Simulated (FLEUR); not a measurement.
# SrCl2 (Fm-3m) in FLEUR: band structure with r2SCAN

Aim: the band structure of SrCl2 with r2SCAN.

Everything below comes from runs of FLEUR MaX-R8.1 (later development tree). Logs are shortened: lines on timing, memory, paths and dates and some standing lists are left out, and cuts for length are marked.

## Step 1: The structure

The structure is cubic, space group Fm-3m (No. 225). Conventional cell: a = 6.977 Å, b = 6.977 Å, c = 6.977 Å, α = 90.00°, β = 90.00°, γ = 90.00°. Sr (site symmetry m-3m) has 8 Cl at 3.02 Å as nearest neighbours. Cl (site symmetry -43m) is surrounded by 4 Sr at 3.02 Å.

## Step 2: Band structure, r2SCAN

The input, inp.xml:

```xml
<?xml version="1.0" encoding="UTF-8" standalone="no"?>
<fleurInput fleurInputVersion="0.39">
   <comment>
      SrCl2                                                                                               
   </comment>
   <calculationSetup>
      <cutoffs Kmax="4.1" Gmax="12.7" GmaxXC="12.7" numbands="0"/>
      <scfLoop itmax="80" minDistance="0.0001" maxIterBroyd="30" imix="Anderson" alpha="0.05" precondParam="0.0" spinf="2.0" sdNocoIR="T"/>
      <coreElectrons ctail="F" frcor="F" kcrel="0" coretail_lmax="0"/>
      <xcFunctional name="LibXC" relativisticCorrections="F">
         <LibXCName exchange="mgga_x_r2scan" correlation="mgga_c_r2scan"/>
         <AuxGGA exchange="117" correlation="130"/>
      </xcFunctional>
      <magnetism jspins="1"/>
      <soc l_soc="F" theta="0.0" phi="0.0" spav="F"/>
      <expertModes spex="0" secvar="F"/>
      <geometryOptimization l_f="F" forcealpha="1.0" forcemix="BFGS" epsdisp="0.00001" epsforce="0.00001"/>
      <ldaU l_linMix="F" mixParam="0.05" spinf="1.0"/>
   </calculationSetup>
   <cell>
      <bzIntegration valenceElectrons="24.0" mode="hist" fermiSmearingEnergy="0.00183747">
         <kPointListSelection listName="default-1"/>
         <!-- k-points included here -->
[... 34 lines left out ...]
            <stateOccupation state="(3p3/2)" spinUp="1.666667" spinDown="1.666667"/>
         </electronConfig>
         <energyParameters s="3" p="3" d="3" f="4"/>
         <lo type="SCLO" l="0" n="3" eDeriv="2"/>
         <lo type="SCLO" l="1" n="3" eDeriv="2"/>
         <lo type="SCLO" l="2" n="3" eDeriv="2"/>
         <lo type="SCLO" l="3" n="4" eDeriv="2"/>
      </species>
   </atomSpecies>
   <atomGroups>
      <atomGroup species="Strontium (Sr)">
         <relPos label="                   1">.0000000000 .0000000000 .0000000000</relPos>
         <force calculate="T" relaxXYZ="TTT"/>
      </atomGroup>
      <atomGroup species="Chlorine (Cl)">
         <relPos label="                   2">-1.000/4.000 -1.000/4.000 -1.000/4.000</relPos>
         <relPos label="                   3">1.000/4.000 1.000/4.000 1.000/4.000</relPos>
         <force calculate="T" relaxXYZ="TTT"/>
      </atomGroup>
   </atomGroups>
   <output dos="F" band="F" slice="F">
      <checks vchk="F" cdinf="F"/>
      <bandDOS minEnergy="-.5*Htr" maxEnergy="0.5*Htr" sigma="0.015" storeEVData="T"/>
      <vacuumDOS vacdos="F" integ="F" star="F" nstars="0" locx1="0.0" locy1="0.0" locx2="0.0" locy2="0.0" nstm="0" tworkf="0.0"/>
      <unfoldingBand unfoldBand="F" supercellX="1" supercellY="1" supercellZ="1"/>
      <plotting iplot="0" polar="F">
         <plot TwoD="T" vec1="  1.0  0.0  0.0" vec2="  0.0  1.0  0.0" vec3="  0.0  0.0  1.0" zero="  0.0  0.0  0.0" file="plot"/>
      </plotting>
      <chargeDensitySlicing numkpt="0" minEigenval="0.0" maxEigenval="0.0" nnne="0" pallst="F"/>
      <specialOutput eonly="F"/>
      <moessbauerParams electricFieldGradient="T" isomerShift="T" coreHyperfine="T" valenceHyperfine="T"/>
      <magneticCircularDichroism mcd="F" energyLo="-10.0" energyUp="0.0"/>
   </output>
  <!-- We include the file relax.xml here to enable relaxations (see documentation) -->
  <xi:include xmlns:xi="http://www.w3.org/2001/XInclude" href="relax.xml"> <xi:fallback/> </xi:include>
</fleurInput>
```

The input, crystal.txt:

```
SrCl2
&input cartesian=F /
0.0000000000  3.4883500000  3.4883500000
3.4883500000  0.0000000000  3.4883500000
3.4883500000  3.4883500000  0.0000000000
1.8897261246
1.0 1.0 1.0

3
38 0.0000000000  0.0000000000  0.0000000000
17 0.7500000000  0.7500000000  0.7500000000
17 0.2500000000  0.2500000000  0.2500000000

&kpt div1=7 div2=7 div3=7 gamma=T /
```

The input, inp.xml (bands):

```
<?xml version="1.0" encoding="UTF-8" standalone="no"?>
<fleurInput fleurInputVersion="0.39">
   <comment>
      SrCl2                                                                                               
   </comment>
   <calculationSetup>
      <cutoffs Kmax="4.1" Gmax="12.7" GmaxXC="12.7" numbands="0"/>
      <scfLoop itmax="80" minDistance="0.0001" maxIterBroyd="30" imix="Anderson" alpha="0.05" precondParam="0.0" spinf="2.0" sdNocoIR="T"/>
      <coreElectrons ctail="F" frcor="F" kcrel="0" coretail_lmax="0"/>
      <xcFunctional name="LibXC" relativisticCorrections="F">
         <LibXCName exchange="mgga_x_r2scan" correlation="mgga_c_r2scan"/>
         <AuxGGA exchange="117" correlation="130"/>
      </xcFunctional>
      <magnetism jspins="1"/>
      <soc l_soc="F" theta="0.0" phi="0.0" spav="F"/>
      <expertModes spex="0" secvar="F"/>
      <geometryOptimization l_f="F" forcealpha="1.0" forcemix="BFGS" epsdisp="0.00001" epsforce="0.00001"/>
      <ldaU l_linMix="F" mixParam="0.05" spinf="1.0"/>
   </calculationSetup>
   <cell>
      <bzIntegration valenceElectrons="24.0" mode="hist" fermiSmearingEnergy="0.00183747">
         <kPointListSelection listName="path-1"/>
         <!-- k-points included here -->
         <xi:include xmlns:xi="http://www.w3.org/2001/XInclude" href="kpts.xml"> </xi:include>
[... 34 lines left out ...]
         </electronConfig>
         <energyParameters s="3" p="3" d="3" f="4"/>
         <lo type="SCLO" l="0" n="3" eDeriv="2"/>
         <lo type="SCLO" l="1" n="3" eDeriv="2"/>
         <lo type="SCLO" l="2" n="3" eDeriv="2"/>
         <lo type="SCLO" l="3" n="4" eDeriv="2"/>
      </species>
   </atomSpecies>
   <atomGroups>
      <atomGroup species="Strontium (Sr)">
         <relPos label="                   1">.0000000000 .0000000000 .0000000000</relPos>
         <force calculate="T" relaxXYZ="TTT"/>
      </atomGroup>
      <atomGroup species="Chlorine (Cl)">
         <relPos label="                   2">-1.000/4.000 -1.000/4.000 -1.000/4.000</relPos>
         <relPos label="                   3">1.000/4.000 1.000/4.000 1.000/4.000</relPos>
         <force calculate="T" relaxXYZ="TTT"/>
      </atomGroup>
   </atomGroups>
   <output dos="F" band="T" slice="F">
      <checks vchk="F" cdinf="F"/>
      <bandDOS minEnergy="-.5*Htr" maxEnergy="0.5*Htr" sigma="0.015" storeEVData="T"/>
      <vacuumDOS vacdos="F" integ="F" star="F" nstars="0" locx1="0.0" locy1="0.0" locx2="0.0" locy2="0.0" nstm="0" tworkf="0.0"/>
      <unfoldingBand unfoldBand="F" supercellX="1" supercellY="1" supercellZ="1"/>
      <plotting iplot="0" polar="F">
         <plot TwoD="T" vec1="  1.0  0.0  0.0" vec2="  0.0  1.0  0.0" vec3="  0.0  0.0  1.0" zero="  0.0  0.0  0.0" file="plot"/>
      </plotting>
      <chargeDensitySlicing numkpt="0" minEigenval="0.0" maxEigenval="0.0" nnne="0" pallst="F"/>
      <specialOutput eonly="F"/>
      <moessbauerParams electricFieldGradient="T" isomerShift="T" coreHyperfine="T" valenceHyperfine="T"/>
      <magneticCircularDichroism mcd="F" energyLo="-10.0" energyUp="0.0"/>
   </output>
  <!-- We include the file relax.xml here to enable relaxations (see documentation) -->
  <xi:include xmlns:xi="http://www.w3.org/2001/XInclude" href="relax.xml"> <xi:fallback/> </xi:include>
</fleurInput>
```

Potentials or basis: all-electron, FLAPW.

Launch:

```console
> inpgen -f crystal.txt -profile fastHighL
> # inp.xml edited to the form shown
> mpirun -n 4 fleur_MPI -pe_per_kpt 1
> mpirun -n 4 fleur_MPI -pe_per_kpt 1   # second run, on inp.xml (bands)
```

The log of the run:

```text
Welcome to FLEUR        (www.flapw.de)
      MaX-Release 8.1          (www.max-centre.eu)

 func_ids         498         497         498         497
 func_ids         498         497         498         497
 MetaGGA potential functional detected - V_tau will be computed
 Auxiliary Potential for radial basis: exchange=         117  correlation=         130
 MetaGGA potential functional detected - V_tau will be computed
 Auxiliary Potential for radial basis: exchange=         117  correlation=         130
 func_ids         498         497         498         497
 func_ids         498         497         498         497
The functional 'Re-regularized SCAN exchange by Furness et al' is an exchange functional, it belongs to the 'MGGA' family and is defined in the reference(s):
[1] J. W. Furness, A. D. Kaplan, J. Ning, J. P. Perdew, and J. Sun.,  J. Phys. Chem. Lett. 11, 8208-8215 (2020)
[2] J. W. Furness, A. D. Kaplan, J. Ning, J. P. Perdew, and J. Sun.,  J. Phys. Chem. Lett. 11, 9248-9248 (2020)
The functional 'Re-regularized SCAN exchange by Furness et al' is an exchange functional, it belongs to the 'MGGA' family and is defined in the reference(s):
[1] J. W. Furness, A. D. Kaplan, J. Ning, J. P. Perdew, and J. Sun.,  J. Phys. Chem. Lett. 11, 8208-8215 (2020)
[2] J. W. Furness, A. D. Kaplan, J. Ning, J. P. Perdew, and J. Sun.,  J. Phys. Chem. Lett. 11, 9248-9248 (2020)
The functional 'Re-regularized SCAN correlation by Furness et al' is a correlation functional, it belongs to the 'MGGA' family and is defined in the reference(s):
[1] J. W. Furness, A. D. Kaplan, J. Ning, J. P. Perdew, and J. Sun.,  J. Phys. Chem. Lett. 11, 8208-8215 (2020)
[... 10 lines left out ...]
The functional 'Re-regularized SCAN exchange by Furness et al' is an exchange functional, it belongs to the 'MGGA' family and is defined in the reference(s):
The functional 'Re-regularized SCAN exchange by Furness et al' is an exchange functional, it belongs to the 'MGGA' family and is defined in the reference(s):
[1] J. W. Furness, A. D. Kaplan, J. Ning, J. P. Perdew, and J. Sun.,  J. Phys. Chem. Lett. 11, 8208-8215 (2020)
[2] J. W. Furness, A. D. Kaplan, J. Ning, J. P. Perdew, and J. Sun.,  J. Phys. Chem. Lett. 11, 9248-9248 (2020)
[1] J. W. Furness, A. D. Kaplan, J. Ning, J. P. Perdew, and J. Sun.,  J. Phys. Chem. Lett. 11, 8208-8215 (2020)
[2] J. W. Furness, A. D. Kaplan, J. Ning, J. P. Perdew, and J. Sun.,  J. Phys. Chem. Lett. 11, 9248-9248 (2020)
The functional 'Re-regularized SCAN correlation by Furness et al' is a correlation functional, it belongs to the 'MGGA' family and is defined in the reference(s):
[1] J. W. Furness, A. D. Kaplan, J. Ning, J. P. Perdew, and J. Sun.,  J. Phys. Chem. Lett. 11, 8208-8215 (2020)
[2] J. W. Furness, A. D. Kaplan, J. Ning, J. P. Perdew, and J. Sun.,  J. Phys. Chem. Lett. 11, 9248-9248 (2020)
 Using same functional for VXC and EXC
The functional 'Re-regularized SCAN correlation by Furness et al' is a correlation functional, it belongs to the 'MGGA' family and is defined in the reference(s):
[1] J. W. Furness, A. D. Kaplan, J. Ning, J. P. Perdew, and J. Sun.,  J. Phys. Chem. Lett. 11, 8208-8215 (2020)
[2] J. W. Furness, A. D. Kaplan, J. Ning, J. P. Perdew, and J. Sun.,  J. Phys. Chem. Lett. 11, 9248-9248 (2020)
 Using same functional for VXC and EXC

 ========== k-point set info ==========
 Selected k-point list: default-1
 k-point list type: mesh
 7 x 7 x 7
 Number of k points: 20

 ------------Calculation Setup---------------------------
 Number of MPI-tasks      :            4
 Number of PE/node        :            4
 Number of OMP-threads    :            1
 Using exactly            1  PE per kpt
 k-points in parallel     :            4
 pe's per k-point         :            1
 No of k-point loops      :            5
 Using exactly            1  PE per kpt
 Using exactly            1  PE per kpt
 Using exactly            1  PE per kpt
 Eigenvalue solver        :       lapack
 Number of basis functions:          779
 Approximate size of matrices (H+S) per k-point:         0.009 GB
 --------------------------------------------------------
The functional 'Hammer, Hansen, and Norskov' is an exchange functional, it belongs to the 'GGA' family and is defined in the reference(s):
[1] B. Hammer, L. B. Hansen, and J. K. Nørskov.,  Phys. Rev. B 59, 7413 (1999)
The functional 'Perdew, Burke & Ernzerhof' is a correlation functional, it belongs to the 'GGA' family and is defined in the reference(s):
[1] J. P. Perdew, K. Burke, and M. Ernzerhof.,  Phys. Rev. Lett. 77, 3865 (1996)
[2] J. P. Perdew, K. Burke, and M. Ernzerhof.,  Phys. Rev. Lett. 78, 1396 (1997)
 Using same functional for VXC and EXC
 Using auxiliary GGA potential for the first iteration of MetaGGA calculation.
The functional 'Hammer, Hansen, and Norskov' is an exchange functional, it belongs to the 'GGA' family and is defined in the reference(s):
[1] B. Hammer, L. B. Hansen, and J. K. Nørskov.,  Phys. Rev. B 59, 7413 (1999)
The functional 'Perdew, Burke & Ernzerhof' is a correlation functional, it belongs to the 'GGA' family and is defined in the reference(s):
[1] J. P. Perdew, K. Burke, and M. Ernzerhof.,  Phys. Rev. Lett. 77, 3865 (1996)
[2] J. P. Perdew, K. Burke, and M. Ernzerhof.,  Phys. Rev. Lett. 78, 1396 (1997)
 Using same functional for VXC and EXC
 Using auxiliary GGA potential for the first iteration of MetaGGA calculation.
The functional 'Hammer, Hansen, and Norskov' is an exchange functional, it belongs to the 'GGA' family and is defined in the reference(s):
[1] B. Hammer, L. B. Hansen, and J. K. Nørskov.,  Phys. Rev. B 59, 7413 (1999)
The functional 'Perdew, Burke & Ernzerhof' is a correlation functional, it belongs to the 'GGA' family and is defined in the reference(s):
[1] J. P. Perdew, K. Burke, and M. Ernzerhof.,  Phys. Rev. Lett. 77, 3865 (1996)
[2] J. P. Perdew, K. Burke, and M. Ernzerhof.,  Phys. Rev. Lett. 78, 1396 (1997)
 Using same functional for VXC and EXC
 Using auxiliary GGA potential for the first iteration of MetaGGA calculation.
The functional 'Hammer, Hansen, and Norskov' is an exchange functional, it belongs to the 'GGA' family and is defined in the reference(s):
[1] B. Hammer, L. B. Hansen, and J. K. Nørskov.,  Phys. Rev. B 59, 7413 (1999)
The functional 'Perdew, Burke & Ernzerhof' is a correlation functional, it belongs to the 'GGA' family and is defined in the reference(s):
[1] J. P. Perdew, K. Burke, and M. Ernzerhof.,  Phys. Rev. Lett. 77, 3865 (1996)
[2] J. P. Perdew, K. Burke, and M. Ernzerhof.,  Phys. Rev. Lett. 78, 1396 (1997)
 Using same functional for VXC and EXC
 Using auxiliary GGA potential for the first iteration of MetaGGA calculation.
 Reset of history
 Reset of history
 Iteration:     1   Distance:      15.31482023 me/bohr^3
The functional 'Hammer, Hansen, and Norskov' is an exchange functional, it belongs to the 'GGA' family and is defined in the reference(s):
[1] B. Hammer, L. B. Hansen, and J. K. Nørskov.,  Phys. Rev. B 59, 7413 (1999)
The functional 'Perdew, Burke & Ernzerhof' is a correlation functional, it belongs to the 'GGA' family and is defined in the reference(s):
[1] J. P. Perdew, K. Burke, and M. Ernzerhof.,  Phys. Rev. Lett. 77, 3865 (1996)
[2] J. P. Perdew, K. Burke, and M. Ernzerhof.,  Phys. Rev. Lett. 78, 1396 (1997)
 Using same functional for VXC and EXC
The functional 'Hammer, Hansen, and Norskov' is an exchange functional, it belongs to the 'GGA' family and is defined in the reference(s):
[1] B. Hammer, L. B. Hansen, and J. K. Nørskov.,  Phys. Rev. B 59, 7413 (1999)
The functional 'Perdew, Burke & Ernzerhof' is a correlation functional, it belongs to the 'GGA' family and is defined in the reference(s):
[1] J. P. Perdew, K. Burke, and M. Ernzerhof.,  Phys. Rev. Lett. 77, 3865 (1996)
[2] J. P. Perdew, K. Burke, and M. Ernzerhof.,  Phys. Rev. Lett. 78, 1396 (1997)
 Using same functional for VXC and EXC
The functional 'Hammer, Hansen, and Norskov' is an exchange functional, it belongs to the 'GGA' family and is defined in the reference(s):
[1] B. Hammer, L. B. Hansen, and J. K. Nørskov.,  Phys. Rev. B 59, 7413 (1999)
The functional 'Perdew, Burke & Ernzerhof' is a correlation functional, it belongs to the 'GGA' family and is defined in the reference(s):
[1] J. P. Perdew, K. Burke, and M. Ernzerhof.,  Phys. Rev. Lett. 77, 3865 (1996)
[... 270 lines left out ...]
 Using same functional for VXC and EXC
The functional 'Hammer, Hansen, and Norskov' is an exchange functional, it belongs to the 'GGA' family and is defined in the reference(s):
[1] B. Hammer, L. B. Hansen, and J. K. Nørskov.,  Phys. Rev. B 59, 7413 (1999)
The functional 'Perdew, Burke & Ernzerhof' is a correlation functional, it belongs to the 'GGA' family and is defined in the reference(s):
[1] J. P. Perdew, K. Burke, and M. Ernzerhof.,  Phys. Rev. Lett. 77, 3865 (1996)
[2] J. P. Perdew, K. Burke, and M. Ernzerhof.,  Phys. Rev. Lett. 78, 1396 (1997)
 Using same functional for VXC and EXC
The functional 'Hammer, Hansen, and Norskov' is an exchange functional, it belongs to the 'GGA' family and is defined in the reference(s):
[1] B. Hammer, L. B. Hansen, and J. K. Nørskov.,  Phys. Rev. B 59, 7413 (1999)
The functional 'Perdew, Burke & Ernzerhof' is a correlation functional, it belongs to the 'GGA' family and is defined in the reference(s):
[1] J. P. Perdew, K. Burke, and M. Ernzerhof.,  Phys. Rev. Lett. 77, 3865 (1996)
[2] J. P. Perdew, K. Burke, and M. Ernzerhof.,  Phys. Rev. Lett. 78, 1396 (1997)
 Using same functional for VXC and EXC
 Iteration:    13   Distance:       0.00006029 me/bohr^3

 ********************************************************************
 Run finished successfully
 Stop message:
   all done
 ********************************************************************
```

Run time: 25 s. Hardware: 4 MPI ranks of Intel Xeon Platinum 8488C (Sapphire Rapids), shared host.

Results:

* Free energy: -111666.2244 eV
* Band gap on the k mesh: 5.91 eV, indirect (least direct gap 6.14 eV)
* Band gap along the path: 5.87 eV, indirect (least direct gap 5.93 eV)
* Valence electrons inside the program's atomic spheres: Sr 7.97; Cl 6.57 (radii Sr 2.66, Cl 2.56 bohr)

Levels at the corners of the path, in eV from the valence-band top:
```tsv
point	band 9	band 10	band 11	band 12	band 13	band 14	band 15	band 16
Γ	-2.14	-0.34	-0.34	-0.34	5.87	6.71	6.71	9.61
X	-1.90	-0.39	-0.39	0.00	5.93	7.80	8.27	8.72
W	-1.22	-1.22	-0.30	-0.10	6.61	7.66	7.96	7.96
K	-1.74	-0.71	-0.53	-0.11	6.37	7.87	7.97	8.32
Γ	-2.14	-0.34	-0.34	-0.34	5.87	6.71	6.71	9.61
L	-1.47	-1.33	-1.06	-1.06	7.33	7.33	7.97	8.28
U	-1.74	-0.71	-0.53	-0.11	6.37	7.87	7.97	8.32
W	-1.22	-1.22	-0.30	-0.10	6.61	7.66	7.96	7.96
L	-1.47	-1.33	-1.06	-1.06	7.33	7.33	7.97	8.28
K	-1.74	-0.71	-0.53	-0.11	6.37	7.87	7.97	8.32
U	-1.74	-0.71	-0.53	-0.11	6.37	7.87	7.97	8.32
X	-1.90	-0.39	-0.39	0.00	5.93	7.80	8.27	8.72
```

Core levels (eV from the Fermi level):
| atom | levels |
| --- | --- |
| 1 Sr | 1s1/2 -15923.9, 2s1/2 -2148.7, 2p1/2 -1954.2, 2p3/2 -1885.8, 3s1/2 -325.4, 3p1/2 -254.8, 3p3/2 -244.3, 3d3/2 -120.6, 3d5/2 -118.8 |
| 2 Cl | 1s1/2 -2742.2, 2s1/2 -243.5, 2p1/2 -183.4, 2p3/2 -181.7 |
| 3 Cl | 1s1/2 -2742.2, 2s1/2 -243.5, 2p1/2 -183.4, 2p3/2 -181.7 |

Caveat: the meta-GGA is that of a development version, with a GGA for the radial functions and cores and without core tails. r2SCAN opens gaps a little over a GGA but as a rule still falls short of measured ones.
